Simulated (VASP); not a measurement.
The system is AlN.

```
Al N
1.0
     3.11300    0.00000    0.00000
    -1.55650    2.69594    0.00000
     0.00000    0.00000    4.98100
Al N
2 2
Direct
  0.66667 0.33333 0.50000
  0.33333 0.66667 0.00000
  0.66667 0.33333 0.88000
  0.33333 0.66667 0.38000
```

```yaml
Program: VASP 6.6.1
Task: single point
Functional: PBE
Potentials_or_basis: VASP PAW PBE potentials, release 64 (Al, N)
Cutoff: 520 eV
k_mesh: 10 × 10 × 6
Occupations: fermi-dirac, width 0.05 eV
Spin: no spin polarisation
```

On this cell: pressure 3.5 GPa; largest force 0.129 eV/Å; band gap on the k mesh 4.22 eV, direct.

The same run follows on a disturbed copy (atoms moved at random, drawn with an rms of 0.05 Å):

```
Al N
1.0
     3.11300    0.00000    0.00000
    -1.55650    2.69594    0.00000
     0.00000    0.00000    4.98100
Al N
2 2
Direct
  0.66489 0.33750 0.50173
  0.32590 0.67039 0.99387
  0.64066 0.31637 0.86875
  0.32689 0.66311 0.37511
```

Question: What does the disturbed cell give?

Answer: The energy moves by +18.1 meV/atom; pressure 4.2 GPa; largest force 1.389 eV/Å; band gap on the k mesh 4.24 eV, direct.

Forces on the atoms (eV/Å):
```
Al  -0.091 -0.311 -1.266
Al  -0.223 -0.787  0.148
N    0.328  0.849  1.049
N   -0.014  0.249  0.069
```

Stress tensor (GPa, compression positive):
```
 0.64 -0.89 -0.51
-0.89  3.50 -1.79
-0.51 -1.79  8.31
```

A k mesh can miss the band edges.
